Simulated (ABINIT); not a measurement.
The system is KTaO3.

```xyz
5
Lattice="3.9883 0.0000 0.0000 0.0000 3.9883 0.0000 0.0000 0.0000 3.9883" Properties=species:S:1:pos:R:3 pbc="T T T"
Ta    0.0000    0.0000    0.0000
K     1.9942    1.9942    1.9942
O     0.0000    0.0000    1.9942
O     0.0000    1.9942    0.0000
O     1.9942    0.0000    0.0000
```

```yaml
Program: ABINIT 10.8.3 (patched build)
Task: single point
Functional: PBE
Potentials_or_basis: JTH PAW PBE v2.0
Cutoff: 626 eV
k_mesh: 7 × 7 × 7
Occupations: fermi-dirac, width 0.05 eV
Spin: no spin polarisation
```

On this cell: pressure 5.5 GPa; largest force zero by symmetry; band gap on the k mesh 2.24 eV, indirect (least direct gap 2.80 eV).

The same run follows on a disturbed copy (atoms moved at random, drawn with an rms of 0.05 Å):

```
Ta K O
1.0
     3.98830    0.00000    0.00000
     0.00000    3.98830    0.00000
     0.00000    0.00000    3.98830
Ta K O
1 1 3
Direct
  0.99121 0.00637 0.98683
  0.50867 0.49778 0.52255
  0.99651 0.00103 0.48991
  0.00047 0.50424 0.00177
  0.49541 0.00732 0.99587
```

What changes?

The energy moves by +10.5 meV/atom; pressure 5.7 GPa; largest force 0.616 eV/Å; band gap on the k mesh 2.24 eV, indirect (least direct gap 2.81 eV).

Forces on the atoms (eV/Å):
```
Ta   0.174 -0.087  0.326
K   -0.253  0.133 -0.546
O    0.000  0.030  0.445
O   -0.055 -0.008 -0.158
O    0.135 -0.068 -0.068
```

Stress tensor (GPa, compression positive):
```
 5.82 -0.06  0.23
-0.06  5.73 -0.18
 0.23 -0.18  5.64
```

Caveats: spin-orbit coupling is left out, which moves the levels of the heavy elements; an odd mesh through Γ misses points on the zone boundary, where band edges often lie; the atomic spheres overlap.
